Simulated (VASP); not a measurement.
**BN: single point with PBEsol**

BN:

```xyz
2
Lattice="0.0000 3.5579 2.1678 1.2525 0.0000 2.1678 1.2525 3.5579 0.0000" Properties=species:S:1:pos:R:3 pbc="T T T"
B     1.2525    3.5579    0.0003
N     1.2525    3.5579    2.8902
```

Measurements of this composition are mostly on another form, of space group No. 194.

```json
{"Program": "VASP 6.6.1", "Task": "single point", "Functional": "PBEsol", "Potentials or basis": "VASP PAW PBE potentials, release 64 (B, N)", "Cutoff": "520 eV", "k mesh": "12 × 12 × 12", "Occupations": "gaussian, width 0.02 eV", "Spin": "no spin polarisation"}
```

```json
{"Pressure": "0.3 GPa", "Band gap on the k mesh": "3.81 eV, indirect (least direct gap 4.49 eV)"}
```

Stress tensor (GPa, compression positive):
```
 0.49  0.00  0.00
 0.00 -0.11  0.00
 0.00  0.00  0.50
```

Levels at points of the mesh, in eV from the valence-band top:
| k point | band 1 | band 2 | band 3 | band 4 | band 5 | band 6 | band 7 | band 8 | band 9 |
| --- | --- | --- | --- | --- | --- | --- | --- | --- | --- |
| (0.00, 0.00, 0.00) | -17.80 | -4.57 | -1.39 | -1.39 | 4.60 | 11.45 | 11.51 | 12.88 | 14.30 |
| (0.50, 0.00, 0.00) | -14.60 | -8.99 | -4.20 | -1.01 | 4.55 | 9.72 | 13.05 | 15.25 | 19.35 |
| (0.50, 0.50, 0.00) | -14.64 | -9.07 | -4.20 | -0.56 | 5.64 | 9.31 | 11.97 | 13.46 | 19.07 |
| (0.50, 0.00, 0.50) | -17.62 | -6.10 | -1.41 | -1.39 | 9.23 | 11.42 | 11.47 | 11.71 | 15.39 |
| (0.00, 0.50, 0.50) | -14.55 | -8.90 | -4.23 | -1.42 | 3.81 | 9.82 | 14.19 | 18.17 | 18.86 |

It took 23 s on 1 thread of Intel(R) Xeon(R) 6975P-C (Granite Rapids), with other jobs on the host, peak memory 0.18 GiB.

Caveat: the PAW data sets were made with another functional, which shifts forces and pressure a little. A k mesh can miss the band edges.
